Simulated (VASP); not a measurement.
A run of VASP 6.6.1:

The input INCAR:

```
SYSTEM = Te2Mo
PREC     = Accurate       ! precision mode
ENCUT    = 600            ! plane-wave cutoff, eV
EDIFF    = 1E-6           ! SCF threshold, eV
ISMEAR   = 0              ! smearing method
SIGMA    = 0.03           ! smearing width, eV
LREAL    = .False.        ! projectors in reciprocal space
LASPH    = .True.         ! aspherical terms in the spheres
NELM     = 80             ! most SCF steps
ALGO     = Normal         ! electronic algorithm
ISIF     = 3              ! what is computed and relaxed
LWAVE    = .False.        ! write WAVECAR
LCHARG   = .False.        ! write CHGCAR
GGA      = MK             ! functional
LUSE_VDW = .True.       
AGGAC    = 0.0          
PARAM1   = 0.1234       
PARAM2   = 0.711357     
ZAB_VDW  = -1.8867      
IBRION   = 2              ! ionic algorithm
NSW      = 90             ! ionic steps
EDIFFG   = -0.01          ! ionic threshold
KPAR     = 4
```

File KPOINTS:

```
Automatic mesh
0
Gamma
  8 4 2
  0 0 0
```

The input POSCAR:

```
Te2Mo
1.0
    3.4770000000      0.0000000000      0.0000000000
    0.0000000000      6.3350000000      0.0000000000
    0.0000000000      0.0000000000     13.8890000000
Mo Te
4 8
Direct
    0.0000000000      0.6052000000      0.5003000000
    0.5000000000      0.3948000000      0.0003000000
    0.0000000000      0.0301000000      0.0147000000
    0.5000000000      0.9699000000      0.5147000000
    0.0000000000      0.8626000000      0.6557000000
    0.5000000000      0.1374000000      0.1557000000
    0.0000000000      0.6405000000      0.1125000000
    0.5000000000      0.3595000000      0.6125000000
    0.0000000000      0.2900000000      0.8593000000
    0.5000000000      0.7100000000      0.3593000000
    0.0000000000      0.2160000000      0.4027000000
    0.5000000000      0.7840000000      0.9027000000
```

Potentials or basis: VASP PAW PBE potentials, release 64 (Mo_sv, Te).

Launch:

```bash
$ cat potpaw_PBE.64/Mo_sv/POTCAR potpaw_PBE.64/Te/POTCAR > POTCAR
$ mpirun -np 4 vasp_std > vasp.out
```

Hardware: 4 MPI ranks on Intel(R) Xeon(R) Platinum 8488C (Sapphire Rapids), with other jobs on the host.

Problem. Estimate the wall time of this run.

Solution. It took 57 min on 4 MPI ranks on Intel(R) Xeon(R) Platinum 8488C (Sapphire Rapids) (shared host), peak memory 1.6 GiB a rank. Counts: scf iterations 141, k points 30, ion steps 19.
